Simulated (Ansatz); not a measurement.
Consider the hydrogenolysis of a C–C bond: `CCC(C)(C)CC` + H₂ → `CCC(C)C` + ethane.

Computed with Ansatz on PBE0-D4/def2-TZVP structures; ΔE is electronic, products minus reactants. CCSD(T)/CBS is the MP2 limit (def2-TZVPP, def2-QZVPP) plus CCSD(T) − MP2 in def2-TZVPP, frozen cores. This one scheme is used for every species. DFT in def2-TZVPP. One conformer a species, not always the lowest.

```
             level  ΔE (kJ/mol)
            B97M-V        -63.5
      CAM-B3LYP-D4        -65.4
            r2SCAN        -64.5
RPA@PBE/def2-TZVPP        -52.9
SCS-MP2/def2-TZVPP        -56.5
CCSD(T)/def2-TZVPP        -54.1
      HF/CBS(def2)       -100.4
     MP2/CBS(def2)        -45.7
```

Problem. What does CCSD(T)/CBS give? (Estimate.)

Solution. Computed: -53.7 kJ/mol. The listed levels differ from it by -9.8, -11.7, -10.8, 0.8, -2.8, -0.4, -46.7, 8.0 kJ/mol.

Largest T1 diagnostic among the species: 0.009.

The D4 term adds +23.7 kJ/mol with B3LYP and +13.7 kJ/mol with PBE0; it sums over pairs of atoms, weighted by their polarisabilities, and B3LYP, whose exchange is more repulsive, gets the larger term. Leaving LDA and LC-ωPBE aside and taking each functional with its dispersion term where it has one, the values, not all of them listed here, spread over 23.0 kJ/mol, from B2PLYP to revPBE-D4. LDA lies +28.1 kJ/mol from PBE without D4. From BLYP to BHLYP (50 % exact exchange), in def2-TZVPP and without D4, ΔE moves by +5.3 kJ/mol.

B3LYP here is the variant with VWN-RPA as its local correlation; programs differ in this.

CCSD(T)/CBS has its own doubt, a few kJ/mol and more with outer-core shells, so smaller differences from it don't rank the levels.
